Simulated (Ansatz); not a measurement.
Runs of Ansatz 0.2.0 on Cd. The structure is trigonal, space group R-3m (No. 166). The conventional cell has a = 3.216 Å, b = 3.216 Å, c = 7.348 Å, α = 90.00°, β = 90.00°, γ = 120.00°. Around Cd (site symmetry -3m) lie 12 Cd at 3.07 to 3.22 Å. This isn't the form of Cd at room conditions, which is hcp.

```csv
task,level,cutoff (eV),smearing,gap on the mesh (eV),pressure (GPa)
single point,PBEsol,420,gaussian 0.05 eV,none,-2.2
single point,PBE,420,gaussian 0.02 eV,none,2.1
single point,PBE,420,gaussian 0.05 eV,none,2.1
electron localisation function,r2SCAN,500,methfessel-paxton 0.1 eV,none,(a)
```

Alike in all rows: potentials or basis Ansatz PAW; no spin polarisation; cell as given; k mesh 10 × 10 × 10.

Fill in the values left out.

(a) -0.3.

Caveats: the PAW data sets come from PBE, with cores solved anew for the run's functional, which leaves a small shift of forces and pressure (some runs).

A k mesh can miss the band edges, and the runs leave out spin-orbit coupling on Cd.

A gap of «none» marks a metal or a gap under the smearing width.
